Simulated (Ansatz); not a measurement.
# 3-layer 2H-MoS2 (2H stacking) in a perpendicular field

What dipole does a perpendicular field induce in the 3-layer 2H-MoS2 (2H stacking), and does the gap follow? A positive field points along +c.

Main program and level: Ansatz 0.2.0; plane-wave DFT, PBE-D3(BJ), Ansatz PAW.

### 1. The starting structure

The cell holds 9 atoms: 6 S and 3 Mo. Its edges and angles: a = 3.180 Å, b = 3.180 Å, c = 62.588 Å, α = 90.0°, β = 90.0°, γ = 120.0°. Regions: layer 1: 2H-MoS2, 3 atoms (2 S and 1 Mo); layer 2: 2H-MoS2, 3 atoms (2 S and 1 Mo); layer 3: 2H-MoS2, 3 atoms (2 S and 1 Mo). Vacuum lies along c.

### 2. Relaxing the slab

The starting cell is a guess, so the in-plane lattice and the atoms are relaxed first, with the slab cut off from its images along the normal.

File input.yaml:

```yaml
crystal:
  lattice:
    - [3.18, 0.0, 0.0]
    - [-1.59, 2.753960784, 0.0]
    - [0.0, 0.0, 62.587793216]
  atoms:
    - { symbol: S, position: [0.3333333333, 0.6666666667, 0.3738748212] }
    - { symbol: Mo, position: [0.0, 0.0, 0.399938991] }
    - { symbol: S, position: [0.3333333333, 0.6666666667, 0.4260031608] }
    - { symbol: S, position: [0.0, 0.0, 0.4739358302] }
    - { symbol: Mo, position: [0.3333333333, 0.6666666667, 0.5] }
    - { symbol: S, position: [0.0, 0.0, 0.5260641698] }
    - { symbol: S, position: [0.3333333333, 0.6666666667, 0.5739968392] }
    - { symbol: Mo, position: [0.0, 0.0, 0.600061009] }
    - { symbol: S, position: [0.3333333333, 0.6666666667, 0.6261251788] }
  periodic: [true, true, false]
kpoints:
  mp_grid: { grid: [12, 12, 1] }
hamiltonian:
  xc: pbe
  dispersion: d3bj
scf:
  occupations: { method: fermi_dirac, width: 0.05 }
  convergence: { dr2_threshold: 1.0e-09 }
relax:
  f_tol: 0.004
  max_steps: 90
  cell: {}
output:
  write_potential: true
  write_density: true
  volumetric_format: npy
```

Command:

```sh
$ ansatz run input.yaml --threads 4 --pin off --max-ram 8192MiB --backend cpu --events-out ev --progress --plain --runs-dir out
```

Numbers of over 12 decimals in the logs are rounded to 6 here.

The program printed:

```text
Warning: relax.cell: scf.convergence.dr2_threshold = 1e-9 eV is looser than the 1.35336253919e-10 eV advised for a relaxation that steers and ends on the stress (1e-10 eV for each atom of the cell: 9, times the square of relax.cell.stress_2d_tol = 0.05 N/m over 25.8 Å (the atoms' height at the walk's start and 5 Å past either face), 1.939e-2 GPa, over a crystal's default 0.05). What an SCF threshold leaves in a stress goes as its square root, and in the free energy as the threshold itself, and one threshold admits the most on a small cell: [figures from the program's tests cut] Set scf.convergence.dr2_threshold to 1.35336253919e-10 eV or tighter. [rest of the remark cut]
Engine: ansatz 0.2.0, x86_64-unknown-linux-gnu
Pseudopotentials: kind: paw
Pseudopotential: S, paw, valence charge 6, recommended cutoff 420 eV (normal), S.paw.azcp
Pseudopotential: Mo, paw, valence charge 14, recommended cutoff 420 eV (normal), Mo.paw.azcp
Functional definition: PBE
  parameter kappa = 0.804
  parameter beta = 0.066725
  exchange = pbe_x(kappa = kappa, mu = beta*pi^2/3)
  correlation = pbe_c(beta = beta)
Crystal: 9 atoms, lattice volume = 548.119 Å³
Basis set: ecut = 420 eV, 10757 PW (Γ), exchange–correlation on 48×48×864 points (8 copies of the dense FFT grid, shifted against one another)
Bands: 48, of which v1, the nominal top of the filled ones, is band 39 counted from 1 (38 counted from 0)
Symmetry: 12 space group operations
Space group: P-6m2 (ITA 187), of the structure as read, at distance tolerance 8.2e-5 Å
k-points: 19 of 144 (time reversal used)
Non-local potential: S, projectors of the file, l = 0: 2, l = 1: 2, l = 2: 2
Non-local potential: Mo, projectors of the file, l = 0: 3, l = 1: 2, l = 2: 2, l = 3: 1
PAW form: soft (Blöchl's): semilocal exchange-correlation on the pseudo side does not see the compensation charge
PAW one-centre angular grid: S, 110 points (default); XC on 64 Gauss nodes
PAW one-centre angular grid: Mo, 590 points (default); XC on 64 Gauss nodes
Initial density: superposition of atomic densities (neutral atoms: chi_scale 0, normalization atom), corrected by the library's trained network
Initial wavefunctions: pseudopotential atomic-orbital guess
Functional: x = pbe(κ = 0.804, μ = 0.219515), c = pbe(β = 0.066725)
SCF iter   1: F=—  HF=-20291.509186 eV  |F-HF|=—  |Δ(HF+E_count)|=         —  Δρ=3.12e-3  dr2=1.30e-1  ethr=1.77e-3  ⟨swp⟩=14.7  Hψ=6310  notcnv=0
preconditioner: auto → Resta (q_TF=auto, 1.971 Å⁻¹)  ε∞=3.4  [insulator: Δε(μ)=1.055 eV  Ē_g=7.461 eV  σ=0.050 eV  W_gap=1.00  n_scr=38 (ndim 8)  ℏωp=11.7 eV  f_vac=0.689  D(μ)=0.00/eV (n_scr^D=0)  ε∞_Penn≈3.4  vacuum switching on, ρ_ref=4.0e-3 e/Å³]
SCF iter   2: F=—  HF=-20291.528113 eV  |F-HF|=—  |Δ(HF+E_count)|=   1.89e-2  Δρ=2.35e-3  dr2=1.49e-1  ethr=1.66e-4  ⟨swp⟩=4.2  Hψ=1966  notcnv=0  defer=25
SCF iter   3: F=—  HF=-20291.519170 eV  |F-HF|=—  |Δ(HF+E_count)|=   8.94e-3  Δρ=1.22e-3  dr2=3.43e-3  ethr=1.66e-4  ⟨swp⟩=2.9  Hψ=1562  notcnv=0  defer=25
SCF iter   4: F=—  HF=-20291.524113 eV  |F-HF|=—  |Δ(HF+E_count)|=   4.94e-3  Δρ=3.96e-4  dr2=2.27e-3  ethr=4.40e-6  ⟨swp⟩=3.1  Hψ=2024  notcnv=0  defer=25
SCF iter   5: F=—  HF=-20291.523873 eV  |F-HF|=—  |Δ(HF+E_count)|=   2.40e-4  Δρ=1.17e-4  dr2=2.04e-4  ethr=2.92e-6  ⟨swp⟩=2.6  Hψ=1373  notcnv=0  defer=25
SCF iter   6: F=—  HF=-20291.523872 eV  |F-HF|=—  |Δ(HF+E_count)|=   9.98e-7  Δρ=3.55e-5  dr2=1.02e-5  ethr=2.61e-7  ⟨swp⟩=3.2  Hψ=1880  notcnv=0  defer=25
SCF iter   7: F=—  HF=-20291.523875 eV  |F-HF|=—  |Δ(HF+E_count)|=   3.51e-6  Δρ=2.30e-5  dr2=8.66e-6  ethr=1.30e-8  ⟨swp⟩=3.5  Hψ=2013  notcnv=0  defer=25
SCF iter   8: F=—  HF=-20291.523868 eV  |F-HF|=—  |Δ(HF+E_count)|=   7.03e-6  Δρ=8.48e-6  dr2=9.48e-7  ethr=1.11e-8  ⟨swp⟩=2.5  Hψ=1379  notcnv=0  defer=25
SCF iter   9: F=—  HF=-20291.523890 eV  |F-HF|=—  |Δ(HF+E_count)|=   2.14e-5  Δρ=3.91e-6  dr2=1.83e-7  ethr=1.22e-9  ⟨swp⟩=3.1  Hψ=1788  notcnv=0  defer=25
SCF iter  10: F=—  HF=-20291.523890 eV  |F-HF|=—  |Δ(HF+E_count)|=   1.54e-8  Δρ=8.77e-7  dr2=7.72e-9  ethr=2.34e-10  ⟨swp⟩=3.3  Hψ=1888  notcnv=0  defer=25
SCF iter  11: F=-20291.523890 eV  HF=-20291.523890 eV  |F-HF|=1.99e-9  |Δ(HF+E_count)|=  1.71e-10  Δρ=2.58e-7  dr2=5.98e-10  ethr=1.28e-12  ⟨swp⟩=10.9  Hψ=8885  notcnv=0
SCF 1 converged in 11 iterations: F = -20291.523890 eV  dr2 = 5.98e-10
  greatest PAW one-centre occupation: 0.998 electrons in one spin orbital (limit 2), on the Mo atom at site 4 (counted from 0), in its partial waves of l = 0
relax step   1: F+E_penalty+E_count = -20291.52388973 eV  Δ(F+E_penalty+E_count) = +0.000e0 eV  max|allowed force component| = 1.254e0 eV/Å  Δτ_max = 0.0000 Å  P = -11.671 N/m  Ω = 548.119 Å³  fix = [c, alpha, beta]  reactions: c -0.000 N/m  (11 SCF iters, accepted)
Crystal: 9 atoms, lattice volume = 545.413 Å³
Basis set: ecut = 420 eV, 10661 PW (Γ), exchange–correlation on 48×48×864 points (8 copies of the dense FFT grid, shifted against one another)
Initial density: handed on by an earlier stage of this run
Initial wavefunctions: those handed on with the density
iter 1 solved again at ethr=3.12e-4 eV; its pass at ethr=3.10e-3 eV (dr2=2.44e-1 eV) is discarded
SCF iter   1: F=—  HF=-20291.781422 eV  |F-HF|=—  |Δ(HF+E_count)|=         —  Δρ=6.88e-3  dr2=2.74e-1  ethr=3.12e-4  ⟨swp⟩=2.9  Hψ=6598  notcnv=0
eigensolver tolerance schedule calibrated: the retry pair's looser diagonalisation under-reported the residual by θ = 0.11 (0.11/decade); ethr = c·dr2/N_el runs at the constant in force after the calibration composes with the one it found (an armed cap, an earlier calibration), c = 8.2e-2
preconditioner: auto → Resta (q_TF=auto, 1.973 Å⁻¹)  ε∞=3.2  [insulator: Δε(μ)=0.851 eV  Ē_g=7.836 eV  σ=0.050 eV  W_gap=1.00  n_scr=38 (ndim 8)  ℏωp=11.7 eV  f_vac=0.697  D(μ)=0.00/eV (n_scr^D=0)  ε∞_Penn≈3.2  vacuum switching on, ρ_ref=4.5e-3 e/Å³]
SCF iter   2: F=—  HF=-20291.747031 eV  |F-HF|=—  |Δ(HF+E_count)|=   3.44e-2  Δρ=3.75e-3  dr2=1.10e-1  ethr=2.87e-4  ⟨swp⟩=4.1  Hψ=1982  notcnv=0  defer=8
SCF iter   3: F=—  HF=-20291.734527 eV  |F-HF|=—  |Δ(HF+E_count)|=   1.25e-2  Δρ=2.30e-3  dr2=3.36e-2  ethr=1.16e-4  ⟨swp⟩=3.7  Hψ=1902  notcnv=0  defer=15
SCF iter   4: F=—  HF=-20291.731344 eV  |F-HF|=—  |Δ(HF+E_count)|=   3.18e-3  Δρ=8.01e-4  dr2=4.62e-3  ethr=3.52e-5  ⟨swp⟩=2.4  Hψ=1520  notcnv=0  defer=17
SCF iter   5: F=—  HF=-20291.730979 eV  |F-HF|=—  |Δ(HF+E_count)|=   3.65e-4  Δρ=2.54e-4  dr2=7.10e-4  ethr=4.83e-6  ⟨swp⟩=3.4  Hψ=1831  notcnv=0  defer=16
[...]
SCF iter   6: F=—  HF=-20291.842952 eV  |F-HF|=—  |Δ(HF+E_count)|=   1.84e-4  Δρ=1.23e-4  dr2=1.91e-4  ethr=3.25e-6  ⟨swp⟩=3.1  Hψ=1586  notcnv=0  defer=24
SCF iter   7: F=—  HF=-20291.842946 eV  |F-HF|=—  |Δ(HF+E_count)|=   5.59e-6  Δρ=5.42e-5  dr2=2.05e-5  ethr=2.45e-7  ⟨swp⟩=3.3  Hψ=1983  notcnv=0  defer=24
SCF iter   8: F=—  HF=-20291.842979 eV  |F-HF|=—  |Δ(HF+E_count)|=   3.26e-5  Δρ=2.68e-5  dr2=9.67e-6  ethr=2.63e-8  ⟨swp⟩=3.2  Hψ=1905  notcnv=0  defer=24
SCF iter   9: F=—  HF=-20291.842969 eV  |F-HF|=—  |Δ(HF+E_count)|=   1.03e-5  Δρ=6.28e-6  dr2=2.49e-7  ethr=1.24e-8  ⟨swp⟩=2.8  Hψ=1517  notcnv=0  defer=24
SCF iter  10: F=—  HF=-20291.842995 eV  |F-HF|=—  |Δ(HF+E_count)|=   2.62e-5  Δρ=2.43e-6  dr2=3.01e-8  ethr=3.20e-10  ⟨swp⟩=3.6  Hψ=2308  notcnv=0  defer=25
SCF iter  11: F=—  HF=-20291.842995 eV  |F-HF|=—  |Δ(HF+E_count)|=   1.24e-8  Δρ=6.92e-7  dr2=7.26e-9  ethr=3.86e-11  ⟨swp⟩=3.1  Hψ=1971  notcnv=0  defer=26
SCF iter  12: F=—  HF=-20291.842995 eV  |F-HF|=—  |Δ(HF+E_count)|=   1.78e-9  Δρ=3.06e-7  dr2=1.60e-9  ethr=9.31e-12  ⟨swp⟩=3.1  Hψ=1706  notcnv=0  defer=26
SCF iter  13: F=-20291.842995 eV  HF=-20291.842995 eV  |F-HF|=2.33e-10  |Δ(HF+E_count)|=  4.98e-10  Δρ=9.85e-8  dr2=4.96e-11  ethr=1.28e-12  ⟨swp⟩=11.8  Hψ=7164  notcnv=0
SCF 3 converged in 13 iterations: F = -20291.842995 eV  dr2 = 4.96e-11
relax step   3: F+E_penalty+E_count = -20291.84299481 eV  Δ(F+E_penalty+E_count) = -1.120e-1 eV  max|allowed force component| = 1.125e-1 eV/Å  Δτ_max = 0.1934 Å  P = +0.771 N/m  Ω = 535.577 Å³  energy of the carried Pulay correction = +3.875e-4 eV  fix = [c, alpha, beta]  reactions: c +0.000 N/m  (13 SCF iters, accepted)
[...]
relax step   4: F+E_penalty+E_count = -20291.84577575 eV  Δ(F+E_penalty+E_count) = -2.781e-3 eV  max|allowed force component| = 7.211e-3 eV/Å  Δτ_max = 0.0386 Å  P = -0.122 N/m  Ω = 538.266 Å³  energy of the carried Pulay correction = +3.036e-4 eV  fix = [c, alpha, beta]  reactions: c -0.000 N/m  (12 SCF iters, accepted)
[...]
relax step   5: F+E_penalty+E_count = -20291.84593093 eV  Δ(F+E_penalty+E_count) = -1.552e-4 eV  max|allowed force component| = 3.679e-3 eV/Å  Δτ_max = 0.0150 Å  P = -0.000 N/m  Ω = 538.160 Å³  energy of the carried Pulay correction = +3.069e-4 eV  fix = [c, alpha, beta]  reactions: c -0.000 N/m  (10 SCF iters, accepted)
Initial wavefunctions: pseudopotential atomic-orbital guess (no wavefunctions were taken with the density)
iter 1 solved again at ethr=8.78e-8 eV; its pass at ethr=3.10e-3 eV (dr2=6.85e-5 eV) is discarded
SCF iter   1: F=—  HF=-20291.845501 eV  |F-HF|=—  |Δ(HF+E_count)|=         —  Δρ=1.41e-5  dr2=1.61e-7  ethr=8.78e-8  ⟨swp⟩=7.2  Hψ=11402  notcnv=0
preconditioner: auto → Resta (q_TF=auto, 1.977 Å⁻¹)  ε∞=3.3  [insulator: Δε(μ)=1.007 eV  Ē_g=7.805 eV  σ=0.050 eV  W_gap=1.00  n_scr=38 (ndim 8)  ℏωp=11.8 eV  f_vac=0.698  D(μ)=0.00/eV (n_scr^D=0)  ε∞_Penn≈3.3  vacuum switching on, ρ_ref=4.4e-3 e/Å³]
SCF iter   2: F=—  HF=-20291.845607 eV  |F-HF|=—  |Δ(HF+E_count)|=   1.06e-4  Δρ=6.72e-6  dr2=3.79e-8  ethr=2.07e-10  ⟨swp⟩=4.1  Hψ=2777  notcnv=0
SCF iter   3: F=—  HF=-20291.845607 eV  |F-HF|=—  |Δ(HF+E_count)|=   3.18e-8  Δρ=2.08e-6  dr2=4.01e-8  ethr=4.86e-11  ⟨swp⟩=3.0  Hψ=1932  notcnv=0
SCF iter   4: F=—  HF=-20291.845607 eV  |F-HF|=—  |Δ(HF+E_count)|=   3.73e-9  Δρ=6.88e-7  dr2=1.66e-9  ethr=4.86e-11  ⟨swp⟩=2.7  Hψ=1497  notcnv=0
SCF iter   5: F=-20291.845607 eV  HF=-20291.845607 eV  |F-HF|=1.28e-9  |Δ(HF+E_count)|=  8.59e-10  Δρ=1.87e-7  dr2=9.56e-11  ethr=1.28e-12  ⟨swp⟩=14.7  Hψ=7892  notcnv=0
SCF 6 converged in 5 iterations: F = -20291.845607 eV  dr2 = 9.56e-11
relax step   6: F+E_penalty+E_count = -20291.84560685 eV  Δ(F+E_penalty+E_count) = +3.241e-4 eV  max|allowed force component| = 3.715e-3 eV/Å  Δτ_max = 0.0000 Å  P = +0.002 N/m  Ω = 538.160 Å³  fix = [c, alpha, beta]  reactions: c +0.000 N/m  stress off target by 2.32e-3 N/m on what of the cell is left free  SCF on the basis re-selected at this cell (its energy is not comparable with the rows above)  (5 SCF iters)
basis re-selected at this cell: Δ(F+E_penalty+E_count) = +3.241e-4 eV, ΔP = +0.003 N/m vs the last step (what re-selecting the basis moved, of the pressure what is left beyond the Pulay correction that the steps carried, after the strain that the cell walked since its last selection, with what the two solves' SCF thresholds leave and, on support functions, any second-order correction that the steps lacked; it is no m [...]
SCF converged after 5 iterations
Free energy (F): -20291.845607 eV
Harris-Foulkes:  -20291.845607 eV  (|F-HF|=1.28e-9)
Internal energy: -20291.845605 eV  (E = F + TS)
E sigma→0 (E₀):  -20291.845606 eV
Entropy (-TS):   -0.000002 eV (-0.000 meV/atom)
Fermi energy:    -4.846798 eV
--- Per-component energies (eV) ---
  E_band       = -1729.143718
  E_kinetic    = 1970.650544
  E_local      = -631959.242778  (includes V_loc(G=0)·N_el)
  E_nonlocal   = 597.684192
  E_hartree    = 314669.215064
  E_xc         = -1136.575021
  E_vxc        = -1216.457672  (∫ρ·V_xc dr)
  E_paw        = -13204.738186  (= ΣΔE_a)
  E_vpaw       = -460.208782  (= ΣTr[D̂ρ^β])
  E_aug_tail   = 0.000119  (compensation charges beyond the density's cutoff)
  E_ewald      = 308774.720910
  E_disp       = -3.560449  (pairwise vdW)
  E_smearing   = -0.000002  (= −TS)
  E_closure    = -0.000000  (closes the sum)
  Σ components = -20291.845607   (vs F -20291.845607, Δ=0.00e0)
--- Forces (eV/Å), atoms counted from 1 ---
  atom   1  S      0.00000000     0.00000000    -0.00127126
  atom   2  Mo     0.00000000     0.00000000    -0.00133108
  atom   3  S      0.00000000     0.00000000     0.00371543
  atom   4  S     -0.00000000     0.00000000    -0.00332118
  atom   5  Mo    -0.00000000    -0.00000000     0.00000000
  atom   6  S     -0.00000000    -0.00000000     0.00332118
  atom   7  S      0.00000000     0.00000000    -0.00371543
  atom   8  Mo     0.00000000    -0.00000000     0.00133108
  atom   9  S      0.00000000     0.00000000     0.00127126
  max |Σ_I F_I| component: 8.10e-17 eV/Å
--- 2D stress c σ (N/m, compression-positive) ---
        0.002324       0.000000      -0.000000
        0.000000       0.002324      -0.000000
       -0.000000      -0.000000       0.000000
  P = ½ c Tr σ = 0.0023 N/m
--- Band table (eV; the first three rows and the last of 19) ---
  k-point 0: bands = [... 35 lower, -6.9564, -6.2677, -5.6326, -5.3023, -3.1156, -3.1156, -3.0954, -3.0954, ... 5 higher]
  k-point 1: bands = [... 35 lower, -6.7049, -6.2701, -5.7279, -5.4922, -3.2243, -3.2131, -3.2018, -3.1275, ... 5 higher]
  k-point 2: bands = [... 35 lower, -6.6846, -6.3788, -6.1183, -6.0471, -3.7002, -3.5630, -3.3860, -3.3567, ... 5 higher]
  k-point 18: bands = [... 35 lower, -8.0088, -6.0098, -5.9350, -5.8676, -4.1469, -4.1366, -4.1356, -3.3410, ... 5 higher]
  the weakly bound empty levels are not read free of the cell's end (no_gap_told)
--- Relaxed structure (5 steps of the walk, 5 accepted, 1 SCFs on fresh bases) ---
  F+E_penalty+E_count = -20291.84560685 eV   max|allowed force component| = 3.715e-3 eV/Å   (the final SCF, on the basis selected at the relaxed cell)
  cell:  # Å, volume = 538.1598 Å³
    - [3.150979, -1.611001622094024e-18, 0]
    - [-1.575489, 2.728828, 0]
    - [0, 0, 62.587793216]
  atoms:
    - { symbol: S, position: [0.333333, 0.666667, 0.378210] }
    - { symbol: Mo, position: [-1.2090818547494238e-18, -2.1701890401338503e-17, 0.403259] }
    - { symbol: S, position: [0.333333, 0.666667, 0.428281] }
    - { symbol: S, position: [-3.839445414220051e-19, -2.1701890401338506e-17, 0.474990] }
    - { symbol: Mo, position: [0.333333, 0.666667, 0.5] }
    - { symbol: S, position: [3.8394454142190185e-19, -2.1701890401338512e-17, 0.525010] }
    - { symbol: S, position: [0.333333, 0.666667, 0.571719] }
    - { symbol: Mo, position: [1.209081854749316e-18, -2.1701890401338488e-17, 0.596741] }
    - { symbol: S, position: [0.333333, 0.666667, 0.621790] }
```

Wall time 1.8 min (4 threads of Intel Xeon at 2.70GHz, shared host); peak memory 1.2 GiB.

Step by step:

```csv
step,energy less that of the first step (eV),largest force component (eV/Å),volume (Å³)
1,0.0000,1.2538,548.12
2,-0.2071,0.8224,545.41
3,-0.3191,0.1125,535.58
4,-0.3219,0.0072,538.27
5,-0.3220,0.0037,538.16
6*,-0.3217,0.0037,538.16
```

Relaxation steps marked * repeat the geometry before them on a plane-wave basis chosen anew for their cell, so energy and pressure can jump there.

The run keeps the 12 symmetry operations that it works with, so distortions that break them were not tested.

```csv
cell as run,before,after,change
a (Å),3.180,3.151,-0.9 %
b (Å),3.180,3.151,-0.9 %
```

The atoms that moved most (Å, along periodic axes as changes of fractional coordinates times the final cell, across vacuum about the mean position):

```csv
atom,dx,dy,dz,length
S1,0.000,0.000,0.271,0.271
S9,0.000,0.000,-0.271,0.271
Mo2,0.000,0.000,0.208,0.208
Mo8,0.000,0.000,-0.208,0.208
S7,0.000,0.000,-0.143,0.143
S3,0.000,0.000,0.143,0.143
S4,0.000,0.000,0.066,0.066
S6,0.000,0.000,-0.066,0.066
```

The relaxed structure:

```cif
data_structure
_symmetry_space_group_name_H-M 'P 1'
_symmetry_Int_Tables_number 1
_cell_length_a 3.1510
_cell_length_b 3.1510
_cell_length_c 62.5878
_cell_angle_alpha 90.000
_cell_angle_beta 90.000
_cell_angle_gamma 120.000
_cell_volume 538.16
loop_
_atom_site_label
_atom_site_type_symbol
_atom_site_fract_x
_atom_site_fract_y
_atom_site_fract_z
_atom_site_occupancy
S1 S 0.33333 0.66667 0.37821 1
Mo2 Mo 0.00000 0.00000 0.40326 1
S3 S 0.33333 0.66667 0.42828 1
S4 S 0.00000 0.00000 0.47499 1
Mo5 Mo 0.33333 0.66667 0.50000 1
S6 S 0.00000 0.00000 0.52501 1
S7 S 0.33333 0.66667 0.57172 1
Mo8 Mo 0.00000 0.00000 0.59674 1
S9 S 0.33333 0.66667 0.62179 1
```

The lattice constant a goes from 3.180 to 3.151 Å.

(Part 1 of 3 ends here.)

[Logs are printed without paths, hosts, clocks, repeated set-up lines and the standing remarks that a program may print on its own settings, such as how far it seeks lower states.]

[Hosts, paths, dates, database ids (printed as entryN), source tags and the programs' standing remarks are cut or masked in the printed files.]

[Maps of the electrostatic potential energy from Ansatz leave out the sawtooth potential of an applied field or a dipole correction, so their vacuum need not be flat; planar profiles and work functions include it.]
